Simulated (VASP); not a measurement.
Input of a VASP 6.6.1 run:

File INCAR:

```
PREC     = Accurate       # precision mode
ENCUT    = 520            # plane-wave cutoff, eV
EDIFF    = 1E-6           # SCF threshold, eV
ISMEAR   = 0              # smearing method
SIGMA    = 0.013000000000000001 # smearing width, eV
LREAL    = F              # projectors in reciprocal space
LASPH    = T              # aspherical terms in the spheres
NELM     = 100            # most SCF steps
ALGO     = Fast           # electronic algorithm
ISIF     = 2              # what is computed and relaxed
LWAVE    = F              # write WAVECAR
LCHARG   = F              # write CHGCAR
GGA      = PE             # functional
```

KPOINTS

```
Automatic mesh
0
Gamma
  8 8 8
```

The input POSCAR:

```
PbSe
1.0
    0.0000000000      3.0606500000      3.0606500000
    3.0606500000      0.0000000000      3.0606500000
    3.0606500000      3.0606500000      0.0000000000
Pb Se
1 1
Direct
    0.0000000000      0.0000000000      0.0000000000
    0.5000000000      0.5000000000      0.5000000000
```

Potentials or basis: VASP PAW PBE potentials, release 64 (Pb_d, Se).

Run with:

```console
$ cat potpaw_PBE.64/Pb_d/POTCAR potpaw_PBE.64/Se/POTCAR > POTCAR
$ mpirun -np 1 vasp_std > vasp.out
```

Problem. Predict the pressure.

Solution. 2.4 GPa.

Problem. Estimate the band gap on the k mesh.

Solution. 0.29 eV, direct.

Caveat: spin-orbit coupling is left out, which as a rule narrows the gap of such compounds by several tenths of an eV.

**The experiment to reproduce.**

From a printed reference work, monograph, for a bulk crystal of PbSe at 4.2 K: band gap 0.15 eV (direct).

A measured gap of PbSe is 0.15 eV (direct; 4.2 K; a printed reference work, monograph); the calculated 0.29 eV misses it by +0.14 eV. 2 values of this kind are on record (0.15 to 0.28 eV); this one was drawn at random. Spin-orbit coupling on Pb, Se is left out. The value is that of PBE on a finite k mesh, which can miss the band edges, without temperature or zero-point motion.
